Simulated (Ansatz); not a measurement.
## La: the change of pressure and energy above lowest point with volume per atom

Results calculated with Ansatz 0.2.0 development build, not measured. Equation of state of a cubic crystal from periodic Kohn-Sham density functional theory without spin; pressure corrected for the finite basis.

Cell of the first row (space group Im-3m, No. 229):
```
La
1.0
     -2.0712     2.0712     2.0712
      2.0712    -2.0712     2.0712
      2.0712     2.0712    -2.0712
La
1
Direct
  0.00000 0.00000 0.00000
```

Settings of every row: formula La; structure type bcc; functional PBE; spin treatment none; k mesh 18x18x18; occupation method fermi-dirac; occupation width 0.061225619 eV; wave cutoff 700 eV; datasets hard PAW; density cutoff ratio 4.

Limits: a cubic model structure, not a phase known at ambient conditions; modest k-mesh, values are not fully converged in k; the SCF threshold is loose for a stress in some rows.

| row | volume per atom (Å³) | pressure (GPa) | energy above lowest point (meV/atom) |
| --- | --- | --- | --- |
| 1 | 35.543 | 1.795 | 12.37 |
| 2 | 36.299 | 1.159 | 5.41 |
| 3 | 37.055 | 0.567 | 1.36 |
| 4 | 37.812 | 0.016 | 0 |
| 5 | 38.568 | -0.495 | 1.15 |
| 6 | 39.324 | ? | ? |
| 7 | 40.08 | -1.406 | 10.23 |

Question: what pressure and energy above lowest point should row 6 give?

Worked fit of pressure. Take u = (V_r/V)^(2/3) − 1 with V_r = 37.433 Å³ an atom, which is twice the finite (Eulerian) strain; such expansions in the strain, on which the Birch-Murnaghan equation of state is built, carry the rest volume and the bulk modulus. The shown rows have u = 0.03514, 0.02072, 0.00679, -0.00669, -0.01972, -0.04453. Least squares give pressure = 0.2867 + 40.869 × u + 60.97 × u² − 72 × u³ GPa; a parabola predicts inner rows, each left out in turn, worse (root mean square 0.0014 against 4e-05 GPa). All shown rows lie on it to the printed digit. The pressure vanishes at u = -0.0071, or V = 37.83 Å³ an atom, and there the bulk modulus at fixed shape and fractions is B = −V dP/dV = (2/3)(1 + u) dP/du = 26.5 GPa. The withheld row has u = -0.03232, so the fit gives 0.2867 + 40.869 × (-0.03232) + 60.97 × (-0.03232)² − 72 × (-0.03232)³ = -0.968 GPa.

The calculation gave -0.968 GPa. The fit meets it to the printed digit.

Worked fit of energy above lowest point. Take u = (V_r/V)^(2/3) − 1 with V_r = 37.433 Å³ an atom, which is twice the finite (Eulerian) strain; such expansions in the strain, on which the Birch-Murnaghan equation of state is built, carry the rest volume and the bulk modulus. The shown rows have u = 0.03514, 0.02072, 0.00679, -0.00669, -0.01972, -0.04453. Least squares give energy above lowest point = 0.355 + 100.14 × u + 7033.8 × u² − 4376 × u³ meV/atom; a parabola predicts inner rows, each left out in turn, worse (root mean square 0.087 against 0.0025 meV/atom). All shown rows lie on it to the printed digit. Its lowest point lies at u = -0.0071, or V = 37.83 Å³ an atom, and the curvature there gives the bulk modulus at fixed shape and fractions, B = (4/9)(1 + u)² E″(u)/V = 26.4 GPa. The withheld row has u = -0.03232, so the fit gives 0.355 + 100.14 × (-0.03232) + 7033.8 × (-0.03232)² − 4376 × (-0.03232)³ = 4.61 meV/atom.

The calculation gave 4.61 meV/atom. The fit meets it to the printed digit.
